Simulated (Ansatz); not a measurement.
System: cubic perovskite BaSnO₃. Method: PBE0 (Ansatz, a first-principles code, plane waves, PAW).

The input as run:

Ansatz 0.2 input:
```yaml
crystal:
  lattice:
    - [4.0855066611, 0.0, 0.0]
    - [0.0, 4.0855066611, 0.0]
    - [0.0, 0.0, 4.0855066611]
  atoms:
    - { symbol: Ba, position: [0.0, 0.0, 0.0] }
    - { symbol: Sn, position: [0.5, 0.5, 0.5] }
    - { symbol: O, position: [0.5, 0.0, 0.5] }
    - { symbol: O, position: [0.0, 0.5, 0.5] }
    - { symbol: O, position: [0.5, 0.5, 0.0] }
basis:
  ecutwfc: 460
  ecutrho_ratio: 4
  xc_grid: 2
kpoints:
  mp_grid: { grid: [6, 6, 6] }
hamiltonian:
  xc: pbe0
  dispersion: none
  pseudopotentials: { kind: paw }
scf:
  occupations: { method: fermi_dirac, width: 0.01 }
  convergence: { dr2_threshold: 0.0000000005 }
output:
  forces: true
  stress: true
  eigenvalues: true
```

From the output:

```
WARN output.stress: scf.exx.energy_threshold = 1e-6 eV is looser than the 5e-8 eV advised for a stress under a hybrid functional (1e-8 eV for each atom of the …
Crystal: 5 atoms, lattice volume = 68.193 Å³
Basis set: ecut = 460 eV, 1551 PW (Γ), exchange–correlation on 60×60×60 points (8 copies of the dense FFT grid, shifted against one another)
Bands: 26, of which v1, the nominal top of the filled ones, is band 21 counted from 1 (20 counted from 0)
Symmetry: 48 space group operations
Space group: Pm-3m (ITA 221), of the structure as read, at distance tolerance 4.1e-5 Å
k-points: 20 of 216
Functional: x = pbe(κ = 0.804, μ = 0.2195149727645171), c = pbe(β = 0.06672455060314922), warm-up for x = 0.75 pbe(κ = 0.804, μ = 0.2195149727645171) + 0.25 exact, c = pbe(β = 0.06672455060314922)
SCF iter   1: F=—  HF=-13679.367289 eV  |F-HF|=—  |Δ(HF+E_count)|=         —  Δρ=1.47e-3  dr2=8.75e-4
SCF iter   2: F=-13679.369410 eV  HF=-13679.369270 eV  |F-HF|=1.40e-4  |Δ(HF+E_count)|=   1.98e-3  Δρ=5.84e-4  dr2=5.95e-5
Crystal: 5 atoms, lattice volume = 68.193 Å³
Initial density: handed on by an earlier stage of this run
Functional: x = 0.75 pbe(κ = 0.804, μ = 0.2195149727645171) + 0.25 exact, c = pbe(β = 0.06672455060314922)
  ...
Crystal: 5 atoms, lattice volume = 68.193 Å³
SCF iter   4: F=—  HF=-13686.482011 eV  |F-HF|=—  |Δ(HF+E_count)|=   2.06e-7  Δρ=5.71e-6  dr2=1.41e-8
SCF iter   5: F=-13686.482011 eV  HF=-13686.482011 eV  |F-HF|=9.09e-12  |Δ(HF+E_count)|=   4.17e-9  Δρ=2.20e-7  dr2=2.29e-10
SCF 3 converged in 5 iterations: F = -13686.482011 eV  dr2 = 2.29e-10
Free energy (F): -13686.482010 eV
Internal energy: -13686.482010 eV  (E = F + TS)
E sigma→0 (E₀):  -13686.482010 eV
Fermi energy:    10.850441 eV
--- Forces (eV/Å), atoms counted from 1 ---
  atom   1  Ba    -0.00000000    -0.00000000    -0.00000000
  atom   2  Sn     0.00000000    -0.00000000     0.00000000
  atom   3  O      0.00000000    -0.00000000     0.00000000
  atom   4  O      0.00000000     0.00000000     0.00000000
  atom   5  O      0.00000000    -0.00000000    -0.00000000
--- Stress (GPa, compression-positive) ---
        4.409779      -0.000000       0.000000
       -0.000000       4.409779       0.000000
        0.000000       0.000000       4.409779
  P = ⅓ Tr σ = 4.4098 GPa (44.098 kbar)
```

The cell is one volume of an energy–volume scan, off the minimum.

The PAW data were made under PBE.

The result took around 6 core-minutes (rough).
